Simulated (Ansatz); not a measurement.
# How AlP (F-43m) expands on warming, part 2 of 2

Wanted: α(T), C_P(T) and B(T) of AlP in the quasi-harmonic approximation.

Experimental results on record:
- heat capacity C_P per formula unit 42 J/mol/K and bulk modulus 86 GPa near room temperature (given in “High-Throughput Prediction of Finite-Temperature Properties using the Quasi-Harmonic Approximation”, 2016, arXiv:1603.06924)

Ansatz 0.2.0; DFT PBE, scalar-relativistic, plane waves, PAW (the session's first sound run).

So far. Step 2 (A first coarse run): The start is under 2.8 GPa at this level and looks like an insulator or semiconductor on this mesh. Step 4 (Relaxing to small residual forces and stress): The residual pressure is 8.7e-5 GPa, small enough for phonons. The relaxed cell has a = 5.508 Å (conventional setting).

The database entry behind the starting cell differs from later determinations by our own check (0.1 to 0.3 % short, probably kX units), so it need not match the best structure at ambient conditions.

### Step 5. Relaxing at another setting

The functional, the potentials or the cutoff change, so the crystal is relaxed again at the new setting.

This step: DFT PBE+D3(BJ), scalar-relativistic, plane waves, PAW (Ansatz 0.2.0).

Input file input.yaml:

```yaml
crystal:
  lattice:
    - [0.0, 2.753885507, 2.753885507]
    - [2.753885507, 0.0, 2.753885507]
    - [2.753885507, 2.753885507, 0.0]
  atoms:
    - { symbol: Al, position: [0.0, 0.0, 0.0] }
    - { symbol: P, position: [0.25, 0.25, 0.25] }
kpoints:
  mp_grid: { grid: [8, 8, 8] }
hamiltonian:
  xc: pbe
  dispersion: d3bj
scf:
  occupations: { method: fixed }
output:
  forces: true
  stress: true
  eigenvalues: true
relax:
  adjacent_minimum: "off"
  f_tol: 0.001
  max_steps: 60
  cell: { stress_tol: 0.01 }
```

Command:

```
ansatz run input.yaml --threads 4 --pin off --max-ram 16384MiB --backend cpu --events-out ev --progress --plain --runs-dir out
```

Numbers of over 12 decimals in the logs are rounded to 6 here.

Output:

```text
[...]
Crystal: 2 atoms, lattice volume = 41.770 Å³
Basis set: ecut = 420 eV, 869 PW (Γ), exchange–correlation on 54×54×54 points (8 copies of the dense FFT grid, shifted against one another)
Bands: 8, of which v1, the nominal top of the filled ones, is band 4 counted from 1 (3 counted from 0)
Symmetry: 24 space group operations
[...]
k-points: 29 of 512 (time reversal used)
[...]
SCF iter   1: F=—  HF=-1295.042434 eV  |F-HF|=—  |Δ(HF+E_count)|=         —  Δρ=1.33e-3  dr2=1.27e-3  ethr=1.77e-3  ⟨swp⟩=5.5  Hψ=1703  notcnv=0  defer=51
[...]
SCF iter   6: F=-1295.042148 eV  HF=-1295.042148 eV  |F-HF|=5.63e-10  |Δ(HF+E_count)|=   2.01e-9  Δρ=1.10e-6  dr2=7.54e-10  ethr=1.89e-10  ⟨swp⟩=7.4  Hψ=1869  notcnv=0
SCF 1 converged in 6 iterations: F = -1295.042148 eV  dr2 = 7.54e-10
[...]
relax step   1: F+E_penalty+E_count = -1295.04214778 eV  Δ(F+E_penalty+E_count) = +0.000e0 eV  max|allowed force component| = 1.665e-16 eV/Å  Δτ_max = 0.0000 Å  P = -2.528 GPa  Ω = 41.770 Å³  (6 SCF iters, dr2 threshold 1.00e-7 eV, accepted)
Crystal: 2 atoms, lattice volume = 40.810 Å³
Basis set: ecut = 420 eV, 821 PW (Γ), exchange–correlation on 54×54×54 points (8 copies of the dense FFT grid, shifted against one another)
[...]
SCF iter   5: F=-1295.051859 eV  HF=-1295.051859 eV  |F-HF|=1.87e-9  |Δ(HF+E_count)|=   2.27e-7  Δρ=1.86e-6  dr2=1.31e-9  ethr=2.50e-9  ⟨swp⟩=9.0  Hψ=1723  notcnv=0
SCF 2 converged in 5 iterations: F = -1295.051859 eV  dr2 = 1.31e-9
relax step   2: F+E_penalty+E_count = -1295.05185902 eV  Δ(F+E_penalty+E_count) = -9.711e-3 eV  max|allowed force component| = 3.238e-17 eV/Å  Δτ_max = 0.0000 Å  P = -0.614 GPa  Ω = 40.810 Å³  energy of the carried Pulay correction = +1.803e-4 eV  (5 SCF iters, dr2 threshold 2.00e-7 eV, accepted)
Crystal: 2 atoms, lattice volume = 40.512 Å³
Basis set: ecut = 420 eV, 749 PW (Γ), exchange–correlation on 54×54×54 points (8 copies of the dense FFT grid, shifted against one another)
[...]
SCF iter   4: F=-1295.052464 eV  HF=-1295.052464 eV  |F-HF|=1.97e-8  |Δ(HF+E_count)|=   9.58e-8  Δρ=8.90e-6  dr2=2.27e-8  ethr=2.50e-9  ⟨swp⟩=8.9  Hψ=1723  notcnv=0
SCF 3 converged in 4 iterations: F = -1295.052464 eV  dr2 = 2.27e-8
[...]
relax step   3: F+E_penalty+E_count = -1295.05246366 eV  Δ(F+E_penalty+E_count) = -6.046e-4 eV  max|allowed force component| = 5.089e-17 eV/Å  Δτ_max = 0.0000 Å  P = +0.030 GPa  Ω = 40.512 Å³  energy of the carried Pulay correction = +2.373e-4 eV  (4 SCF iters, dr2 threshold 2.00e-7 eV, accepted)
[...]
relax step   4: F+E_penalty+E_count = -1295.05246227 eV  Δ(F+E_penalty+E_count) = +1.390e-6 eV  max|allowed force component| = 5.320e-17 eV/Å  Δτ_max = 0.0000 Å  P = -0.001 GPa  Ω = 40.526 Å³  energy of the carried Pulay correction = +2.346e-4 eV  (3 SCF iters, dr2 threshold 2.31e-9 eV, accepted)
[...]
SCF iter   6: F=-1295.052258 eV  HF=-1295.052258 eV  |F-HF|=2.27e-13  |Δ(HF+E_count)|=  7.96e-12  Δρ=2.09e-8  dr2=1.13e-13  ethr=1.00e-12  ⟨swp⟩=9.7  Hψ=2038  notcnv=0
SCF 5 converged in 6 iterations: F = -1295.052258 eV  dr2 = 1.13e-13
relax step   5: F+E_penalty+E_count = -1295.05225760 eV  Δ(F+E_penalty+E_count) = +2.047e-4 eV  max|allowed force component| = 6.014e-17 eV/Å  Δτ_max = 0.0000 Å  P = -0.010 GPa  Ω = 40.526 Å³  stress off target by 9.61e-3 GPa  SCF on the basis re-selected at this cell (its energy is not comparable with the rows above)  (6 SCF iters)
basis re-selected at this cell: Δ(F+E_penalty+E_count) = +2.047e-4 eV, ΔP = -0.009 GPa vs the last step (what re-selecting the basis moved, of the pressure what is left beyond the Pulay correction that the steps carried, after the strain that the cell walked since its last selection, with what the two solves' SCF thresholds leave and, on support functions, any second-order correction that the steps lacked; it is no m [...]
SCF converged after 6 iterations
Free energy (F): -1295.052258 eV
[...]
Internal energy: -1295.052258 eV  (E = F + TS)
E sigma→0 (E₀):  -1295.052258 eV
Fermi energy:    5.084541 eV
[...]
--- Stress (GPa, compression-positive) ---
       -0.009605      -0.000000       0.000000
        0.000000      -0.009605       0.000000
        0.000000       0.000000      -0.009605
  P = ⅓ Tr σ = -0.0096 GPa (-0.096 kbar)
--- Band table (eV; the first three rows and the last of 29) ---
[...]
--- Relaxed structure (4 steps of the walk, 4 accepted, 1 SCFs on fresh bases) ---
[...]
cell:  # Å, volume = 40.5256 Å³
    - [0, 2.726256, 2.726256]
    - [2.726256, 0, 2.726256]
    - [2.726256, 2.726256, 0]
  atoms:
    - { symbol: Al, position: [0, 0, 0] }
    - { symbol: P, position: [0.25, 0.25, 0.25] }
```

The job ended after 1.3 s (4 threads of Intel Xeon 6975P-C (Granite Rapids), shared host; peak memory 0.39 GiB; 4.3 s of CPU time).

The steps of the relaxation:

| step | energy less that of the first step (eV) | largest force component (eV/Å) | pressure (GPa) | volume (Å³) |
| --- | --- | --- | --- | --- |
| 1 | 0.0000 | 0.0000 | -2.53 | 41.77 |
| 2 | -0.0097 | 0.0000 | -0.61 | 40.81 |
| 3 | -0.0103 | 0.0000 | 0.03 | 40.51 |
| 4 | -0.0103 | 0.0000 | 0.00 | 40.53 |
| 5* | -0.0101 | 0.0000 | -0.01 | 40.53 |

Relaxation steps marked * repeat the geometry before them on a plane-wave basis chosen anew for their cell, so energy and pressure can jump there.

Forces are held to the 24 operations that the run works with; a distortion that breaks them can't arise in this run.

| conventional cell, symmetrised | before | after | change |
| --- | --- | --- | --- |
| a (Å) | 5.508 | 5.453 | -1.0 % |
| b (Å) | 5.508 | 5.453 | -1.0 % |
| c (Å) | 5.508 | 5.453 | -1.0 % |
| volume (Å³/atom) | 20.89 | 20.26 | -3.0 % |

Final coordinates:

```
Al P
1.0
     0.00000    2.72626    2.72626
     2.72626    0.00000    2.72626
     2.72626    2.72626    0.00000
Al P
1 1
Direct
  0.00000 0.00000 0.00000
  0.25000 0.25000 0.25000
```

Numbers from this step:

| Property | Result |
| --- | --- |
| pressure | -0.009605 GPa |
| gap on the k-mesh | 1.573 eV |
| volume per atom | 20.26 Å³ |

The residual pressure is -0.0096 GPa, small enough for phonons.

### Step 6. Phonons on strained cells

The study relaxes the crystal at several strains, solves the phonons on some of them and minimises the free energy at each temperature (static energy, vibrations, the electrons in a metal, and PV under a set pressure); the q-mesh sets how far the force constants reach.

input.yaml, the sections that differ from step 5:

```yaml
crystal:
  lattice:
    - [0.0, 2.7262557806, 2.7262557806]
    - [2.7262557806, 0.0, 2.7262557806]
    - [2.7262557806, 2.7262557806, 0.0]
  atoms:
    - { symbol: Al, position: [0.0, 0.0, 0.0] }
    - { symbol: P, position: [0.25, 0.25, 0.25] }
output:
  eigenvalues: true
phonons:
  method: dfpt
  qmesh: [4, 4, 4]
  temperatures: { t_max: 800.0, t_step: 50 }
  thermal_expansion: {}
# kpoints, hamiltonian, scf: as in step 5
# relax: removed
```

Output:

```text
Warning: phonons: the dynamical matrix that this run interpolates holds no multipole term above the dipole-dipole one, and a site of this crystal is no centre of inversion, so its interpolated transverse optical and acoustic branches and sound speeds can stay off near Gamma, and the density of states and the thermodynamics with them. What a run solves at a wave vector of phonons.qpoints, Gamma apart, where the deck admits one, is free of this, and under fd what a larger phonons.supercell samples
[...]
Crystal: 2 atoms, lattice volume = 40.526 Å³
Basis set: ecut = 487.2 eV, 965 PW (Γ), exchange–correlation on 60×60×60 points (8 copies of the dense FFT grid, shifted against one another)
Bands: 8, of which v1, the nominal top of the filled ones, is band 4 counted from 1 (3 counted from 0)
Symmetry: 24 space group operations
[...]
k-points: 29 of 512 (time reversal used)
[...]
SCF iter   1: F=—  HF=-1295.052982 eV  |F-HF|=—  |Δ(HF+E_count)|=         —  Δρ=1.21e-3  dr2=9.81e-4  ethr=1.77e-3  ⟨swp⟩=5.3  Hψ=1698  notcnv=0  defer=51
[...]
SCF iter   8: F=-1295.052821 eV  HF=-1295.052821 eV  |F-HF|=4.55e-13  |Δ(HF+E_count)|=  1.18e-11  Δρ=4.09e-8  dr2=7.59e-13  ethr=1.00e-12  ⟨swp⟩=10.1  Hψ=1809  notcnv=0
SCF 1 converged in 8 iterations: F = -1295.052821 eV  dr2 = 7.59e-13
[...]
relax step   1: F+E_penalty+E_count = -1295.05282103 eV  Δ(F+E_penalty+E_count) = +0.000e0 eV  max|allowed force component| = 1.758e-16 eV/Å  Δτ_max = 0.0000 Å  (8 SCF iters, accepted)
SCF converged after 8 iterations
Free energy (F): -1295.052821 eV
[...]
Internal energy: -1295.052821 eV  (E = F + TS)
E sigma→0 (E₀):  -1295.052821 eV
Fermi energy:    5.084465 eV
[...]
--- Stress (GPa, compression-positive) ---
       -0.011696       0.000000       0.000000
       -0.000000      -0.011696       0.000000
       -0.000000       0.000000      -0.011696
  P = ⅓ Tr σ = -0.0117 GPa (-0.117 kbar)
--- Band table (eV; the first three rows and the last of 29) ---
[...]
── thermal expansion: 3 new cells, 3 in all ──
thermal expansion: variable-cell relaxation of cell 1
thermal expansion: relaxation of cell 1
thermal expansion: relaxation of cell 2
thermal expansion: relaxation of cell 3
── thermal expansion: 2 new cells, 5 in all ──
thermal expansion: relaxation of cell 4
thermal expansion: lower-state search of cell 4
thermal expansion: phonons of cell 4
thermal expansion: relaxation of cell 5
thermal expansion: phonons of cell 5
── thermal expansion: 5 new cells, 10 in all ──
thermal expansion: relaxation of cell 6
thermal expansion: relaxation of cell 7
thermal expansion: relaxation of cell 8
thermal expansion: relaxation of cell 9
thermal expansion: relaxation of cell 10
thermal expansion: phonons of cell 6
thermal expansion: phonons of cell 7
--- Relaxed structure (1 steps of the walk, 1 accepted, 0 SCFs on fresh bases) ---
  F+E_penalty+E_count = -1295.05282103 eV   max|allowed force component| = 1.758e-16 eV/Å
  atoms:
    - { symbol: Al, position: [0.0, 0.0, 0.0] }
    - { symbol: P, position: [0.250000, 0.250000, 0.250000] }
--- Thermal expansion: 10 cells in 3 rounds, 0 GPa ---
  no lower state was reached at cell 4
  without vibrations: a 3.85534, b 3.85534, c 3.85534 Å, V 40.5203 Å³, B 88.69 GPa
  at 0 K: a 3.86168, b 3.86168, c 3.86168 Å, V 40.7207 Å³, B 87.23 GPa
  zero-point expansion: a +0.165, b +0.165, c +0.165, V +0.495 %
      T/K        a/Å        b/Å        c/Å       V/Å³ | expansion of a, b, c, V (1e-6/K)   | that of V in the mean from 25 °C | C_P, C_V (J/mol K of the cell) | B_T, B_S (GPa)
     0.00    3.86168    3.86168    3.86168    40.7207 |    0.00    0.00    0.00    0.00 |    2.27 |     0.000     0.000 |    87.23    87.23
   100.00    3.86149    3.86149    3.86149    40.7146 |   -0.67   -0.67   -0.67   -2.00 |    4.17 |    16.769    16.768 |    87.06    87.06
   200.00    3.86167    3.86167    3.86167    40.7203 |    1.58    1.58    1.58    4.75 |    7.00 |    33.413    33.403 |    86.39    86.41
   298.15    3.86255    3.86255    3.86255    40.7483 |    2.93    2.93    2.93    8.78 |       - |    41.016    40.968 |    85.53    85.63
   350.00    3.86319    3.86319    3.86319    40.7682 |    3.34    3.34    3.34   10.03 |    9.45 |    43.193    43.119 |    85.05    85.20
   450.00    3.86459    3.86459    3.86459    40.8126 |    3.86    3.86    3.86   11.59 |   10.40 |    45.720    45.595 |    84.11    84.34
   550.00    3.86615    3.86615    3.86615    40.8621 |    4.19    4.19    4.19   12.57 |   11.09 |    47.124    46.946 |    83.16    83.47
   650.00    3.86781    3.86781    3.86781    40.9149 |    4.42    4.42    4.42   13.26 |   11.63 |    47.987    47.755 |    82.20    82.60
   750.00    3.86956    3.86956    3.86956    40.9704 |    4.60    4.60    4.60   13.80 |   12.06 |    48.561    48.275 |    81.24    81.73
   800.00    3.87046    3.87046    3.87046    40.9989 |    4.68    4.68    4.68   14.04 |   12.26 |    48.781    48.467 |    80.77    81.29
  the static fit leaves 0.000 meV an atom of the energies and, of the stresses, 0.000 GPa of each cell's largest along a strain (root mean squares over the cells), whose Pulay part it has at -0.004 GPa
  vibrations' free energy: its fit passes through its cells
  the electrons' free energy at temperature is not in it: every band gap is over 0.83 eV
  free energies summed between the sampled wave vectors
  estimated error of the fitted expansion in any direction: up to 0.014e-6/K, at 550 K, with few degrees of freedom (an estimate, not a bound: it was exceeded on models of known expansion)
  the energies and the vibrations are of d3bj (s6 = 1.0, s8 = 0.7875, a1 = 0.4289, a2_bohr = 4.4407) at the weights and the pressure of the crystal at rest
  by sums over the sampled wave vectors an expansion of the volume parts by up to 0.69e-6/K
  by a static energy of one degree less an expansion of the volume parts by up to 0.00e-6/K
  band gaps on the cells' k-points are 1.512 to 1.634 eV
```

Elapsed: 1.7 min, on 4 threads; peak memory 0.9 GiB; 6.4 min of CPU time.

This step gave:

```yaml
pressure: -0.01170 GPa
volume_expansion_coefficient_at_298_k: 8.783 1e-6/K
c_p_at_298_k: 20.51 J/mol-atom/K
entropy_at_298_k: 20.96 J/mol-atom/K
isothermal_bulk_modulus_at_298_k: 85.53 GPa
grueneisen_parameter_at_298_k: 0.4500
volume_at_298_k: 20.37 Å³/atom
principal_linear_expansion_coefficients_at_298_k: 2.928, 2.928, 2.928 1e-6/K
```

Strained cells of the study; zero-point energy where phonons were solved; the pressures are stresses at a fixed cutoff and can carry an offset from the finite basis. Expansion cells, by row:

```
cell  |a| (Å)  |b| (Å)  |c| (Å)  V (Å³/atom)  E - E_lowest (meV/atom)  pressure, compression positive (GPa)  gap (eV)  zero-point energy (meV/atom)
   1    3.856    3.856    3.856        20.26                        0                                -0.015     1.573                             -
   2    3.886    3.886    3.886        20.75                    3.185                                -2.032      1.62                             -
   3    3.825    3.825    3.825        19.78                    3.223                                  2.21     1.525                             -
   4    3.856    3.856    3.856        20.26                        0                                -0.022     1.573                         56.83
   5    3.875    3.875    3.875        20.57                    1.276                                -1.307     1.603                            56
   6    3.865    3.865    3.865        20.41                    0.288                                -0.631     1.587                         56.44
   7    3.883    3.883    3.883        20.69                    2.471                                -1.799     1.614                         55.67
   8    3.817    3.817    3.817        19.67                    5.059                                 2.799     1.512                             -
   9    3.836    3.836    3.836        19.96                    1.234                                 1.346     1.543                             -
  10    3.896    3.896    3.896        20.91                    5.483                                 -2.63     1.634                             -
```

Quasi-harmonic; a, b, c are the run's own cell vectors. Expansion, by row:

```csv
T (K),a (Å),b (Å),c (Å),alpha (deg),beta (deg),gamma (deg),cell volume (Å³/cell),alpha_a (1e-6/K),alpha_b (1e-6/K),alpha_c (1e-6/K),alpha_V (1e-6/K),C_P (J/mol-atom/K),C_V (J/mol-atom/K),S (J/mol-atom/K),B_T (GPa),B_S (GPa),Grueneisen,extrapolation,fit error (1e-6/K)
0,3.862,3.862,3.862,60,60,60,40.72,0,0,0,0,0,0,0,87.23,87.23,-,0,0
50,3.862,3.862,3.862,60,60,60,40.72,-0.63,-0.63,-0.63,-1.9,2.91,2.91,1.096,87.21,87.21,-0.7,0,0
100,3.861,3.861,3.861,60,60,60,40.71,-0.67,-0.67,-0.67,-2,8.385,8.384,4.819,87.06,87.06,-0.254,0,0
150,3.861,3.861,3.861,60,60,60,40.71,0.48,0.48,0.48,1.45,13.21,13.21,9.168,86.77,86.77,0.116,0,0
200,3.862,3.862,3.862,60,60,60,40.72,1.58,1.58,1.58,4.75,16.71,16.7,13.48,86.39,86.41,0.301,0,0
250,3.862,3.862,3.862,60,60,60,40.73,2.38,2.38,2.38,7.15,19.02,19.01,17.47,85.96,86.02,0.397,0,0.01
298.1,3.863,3.863,3.863,60,60,60,40.75,2.93,2.93,2.93,8.78,20.51,20.48,20.96,85.53,85.63,0.45,0,0.01
300,3.863,3.863,3.863,60,60,60,40.75,2.95,2.95,2.95,8.84,20.55,20.53,21.09,85.51,85.62,0.452,0,0.01
350,3.863,3.863,3.863,60,60,60,40.77,3.34,3.34,3.34,10.03,21.6,21.56,24.34,85.05,85.2,0.486,0,0.01
400,3.864,3.864,3.864,60,60,60,40.79,3.64,3.64,3.64,10.92,22.33,22.28,27.27,84.58,84.77,0.509,0,0.01
450,3.865,3.865,3.865,60,60,60,40.81,3.86,3.86,3.86,11.59,22.86,22.8,29.94,84.11,84.34,0.526,0,0.01
500,3.865,3.865,3.865,60,60,60,40.84,4.04,4.04,4.04,12.13,23.26,23.18,32.37,83.63,83.91,0.538,0,0.01
550,3.866,3.866,3.866,60,60,60,40.86,4.19,4.19,4.19,12.57,23.56,23.47,34.6,83.16,83.47,0.548,0,0.01
600,3.867,3.867,3.867,60,60,60,40.89,4.31,4.31,4.31,12.94,23.8,23.7,36.66,82.68,83.03,0.556,0,0.01
650,3.868,3.868,3.868,60,60,60,40.91,4.42,4.42,4.42,13.26,23.99,23.88,38.57,82.2,82.6,0.562,0,0.01
700,3.869,3.869,3.869,60,60,60,40.94,4.51,4.51,4.51,13.54,24.15,24.02,40.35,81.72,82.16,0.568,0,0.01
750,3.87,3.87,3.87,60,60,60,40.97,4.6,4.6,4.6,13.8,24.28,24.14,42.03,81.24,81.73,0.573,0,0.01
800,3.87,3.87,3.87,60,60,60,41,4.68,4.68,4.68,14.04,24.39,24.23,43.6,80.77,81.29,0.578,0,0.01
```

Table of expansion coefficient by temperature; values in 1e-6/K:

| temperature (K) | volume | principal 1 |
| --- | --- | --- |
| 0 | 0 | 0 |
| 50 | -1.9 | -0.63 |
| 100 | -2 | -0.67 |
| 150 | 1.45 | 0.48 |
| 200 | 4.75 | 1.58 |
| 250 | 7.15 | 2.38 |
| 298 | 8.78 | 2.93 |
| 300 | 8.84 | 2.95 |
| 350 | 10.0 | 3.34 |
| 400 | 10.9 | 3.64 |
| 450 | 11.6 | 3.86 |
| 500 | 12.1 | 4.04 |
| 550 | 12.6 | 4.19 |
| 600 | 12.9 | 4.31 |
| 650 | 13.3 | 4.42 |
| 700 | 13.5 | 4.51 |
| 750 | 13.8 | 4.6 |
| 800 | 14.0 | 4.68 |

At 298 K the volume expansion is 8.78 × 10⁻⁶/K and B_T is 85.5 GPa. The program raised the cutoff to 487.2 eV by itself: with no cutoff typed, the study takes about 1.16 times the default for its relaxations and scales it with the volume for the phonons.

### Step 7. What came out

```json
{"settings of these figures": "PBE+D3(BJ), 487.2 eV, k 8×8×8, q 4×4×4", "volume expansion coefficient at 298 K": "8.783 1e-6/K", "C_P at 298 K": "20.51 J/mol-atom/K", "entropy at 298 K": "20.96 J/mol-atom/K", "isothermal bulk modulus at 298 K": "85.53 GPa", "Grüneisen parameter at 298 K": "0.4500", "volume at 298 K": "20.37 Å³/atom", "principal linear expansion coefficients at 298 K": "2.928, 2.928, 2.928 1e-6/K"}
```

Near room temperature AlP expands by 8.78 × 10⁻⁶/K in volume by PBE+D3(BJ), with C_P = 20.5 J/(mol K) per mole of atoms and B_T = 85.5 GPa. At low temperature the volume shrinks on warming, because modes with negative Grüneisen parameters outweigh the rest; the coefficient turns positive near 130 K. C_P at room temperature is 82 % of the classical 3R an atom, so the stiffest modes are still partly frozen out. A measured bulk modulus near room temperature is 86 GPa (arXiv:1603.06924); the calculated 85.5 GPa differs by -1 %. The table does not say whether its value is isothermal or adiabatic. A measured heat capacity per formula unit near room temperature is 42 J/mol/K (arXiv:1603.06924); the calculated 41.0 J/mol/K differs by -2 %. The interpolation has no quadrupole term, so branches near the zone centre are less sure, since this crystal has sites that are not centres of inversion. The dispersion term is taken with its C6 weights frozen at the crystal at rest, in the force constants and, in the expansion study, in the energies too.

[Logs are printed without paths, hosts, clocks, repeated set-up lines and the standing remarks that a program may print on its own settings, such as how far it seeks lower states.]

[Hosts, paths, dates, database ids (printed as entryN), source tags and the programs' standing remarks are cut or masked in the printed files.]

[A step with changed settings may run another functional than the one named; its input shows which.]
